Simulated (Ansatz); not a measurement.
Ga2O3 built on the corundum prototype was relaxed with 4 functionals in Ansatz 0.2.0, cell and atoms free, the symmetry of the start kept (meshes: PBE 6×6×6, r2SCAN 6×6×6, PBEsol 6×6×6, LDA 6×6×6). No spin polarisation and no zero-point or thermal motion.

The r2SCAN result:
```cif
data_structure
_symmetry_space_group_name_H-M 'P 1'
_symmetry_Int_Tables_number 1
_cell_length_a 5.3252
_cell_length_b 5.3252
_cell_length_c 5.3252
_cell_angle_alpha 55.810
_cell_angle_beta 55.810
_cell_angle_gamma 55.810
_cell_volume 96.41
loop_
_atom_site_label
_atom_site_type_symbol
_atom_site_fract_x
_atom_site_fract_y
_atom_site_fract_z
_atom_site_occupancy
Ga1 Ga 0.85543 0.85543 0.85543 1
Ga2 Ga 0.35543 0.35543 0.35543 1
Ga3 Ga 0.14457 0.14457 0.14457 1
Ga4 Ga 0.64457 0.64457 0.64457 1
O1 O 0.44637 0.05363 0.75000 1
O2 O 0.05363 0.75000 0.44637 1
O3 O 0.55363 0.94637 0.25000 1
O4 O 0.25000 0.55363 0.94637 1
O5 O 0.94637 0.25000 0.55363 1
O6 O 0.75000 0.44637 0.05363 1
```

The symmetry is R-3c (No. 167, trigonal); a = 4.985 Å, c = 13.442 Å in the conventional setting, 9.64 Å³ an atom. Ga is surrounded by 6 O at 1.93–2.07 Å; O is surrounded by 4 Ga at 1.93–2.07 Å.

Q: Order the functionals by the relaxed volume, smallest first.
A. PBE
B. LDA
C. PBEsol
D. r2SCAN

A: B (9.41 Å³/atom), D (9.64 Å³/atom), C (9.71 Å³/atom), A (10.06 Å³/atom).

Q: How does the cell change with LDA?

A: a = 4.950 Å, c = 13.306 Å; the volume differs by -2.4 % from r2SCAN's. Ga has 6 O at 1.91–2.06 Å; O has 4 Ga at 1.91–2.06 Å.

Q: What lattice does PBEsol give?

A: a = 5.000 Å, c = 13.449 Å; the volume differs by +0.7 % from r2SCAN's. Ga is surrounded by 6 O at 1.93–2.08 Å; O is surrounded by 4 Ga at 1.93–2.08 Å.

Q: Held at the r2SCAN cell, what mean stress do LDA and PBE find, and does its sign point to their own minimum?

A: Yes. LDA -5.43 GPa, and its relaxed volume is -2.4 % from r2SCAN's; PBE +9.42 GPa, and its relaxed volume is +4.3 % from r2SCAN's. Compression counts positive, so a positive stress asks for a larger cell.
